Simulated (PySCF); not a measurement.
Run record: geometry optimisation, `O=C1C=CC(=O)O1`.

Computed with CAM-B3LYP/6-31G* geometry optimisation, gas phase (PySCF 2.14.0). Start geometry: GFN2-xTB. The input is one job of a driver script: a line of settings, then coordinates in Å.

Input:
```
{"job": {"xc": "CAM-B3LYP", "basis": "6-31G*", "grid": 1, "kind": "geom"}, "charge": 0, "multiplicity": 1}
O     -2.210301    -1.088095    -0.216330
C     -1.111927    -0.637851    -0.280425
C     -0.675495     0.768841    -0.515294
C      0.653560     0.791816    -0.505505
C      1.134991    -0.599072    -0.262173
O      2.247021    -1.010920    -0.178398
O      0.023948    -1.394586    -0.138889
H     -1.381313     1.564370    -0.658047
H      1.333078     1.611491    -0.638989
```

Output:
```
step   0  E = -379.12832957  max force = 0.013778
step   1  E = -379.12869338  max force = 0.002740
step   2  E = -379.12870035  max force = 0.000723
step   3  E = -379.12870677  max force = 0.000330
optimisation converged
```

Energies in Eh; «max force» is the largest Cartesian gradient component in Eh/bohr.

Question: Give the first gradient maximum in eV/Å.

Answer: With 1 Eh/bohr = 51.422 eV/Å, 0.708 eV/Å.

In short: final energy -379.12871 Eh after 3 steps; dipole 4.11 D.

Question: Give the final coordinates.

Answer: 0.008 Å rms from the input after alignment:
```
atom  x, y, z in Å
O1    -2.2365   -1.2798   -0.2892
C2    -1.1341   -0.8304   -0.3545
C3    -0.6901    0.5702   -0.6022
C4     0.6383    0.5883   -0.5939
C5     1.1172   -0.7999   -0.3409
O6     2.2304   -1.2194   -0.2628
O7     0.0013   -1.6050   -0.1994
H8    -1.3939    1.3764   -0.7545
H9     1.3215    1.4136   -0.7375
```

Question: How long does this job take on one thread, Arm Neoverse V1 (aarch64), shared host with 32 logical CPUs at a one-minute load of 27? And the peak memory of the process?

Answer: About 18 s, with 0.47 GiB resident at the peak, the Python interpreter and its libraries included.
Labels such as C1 count atoms from 1, the log's own numbers from 0.
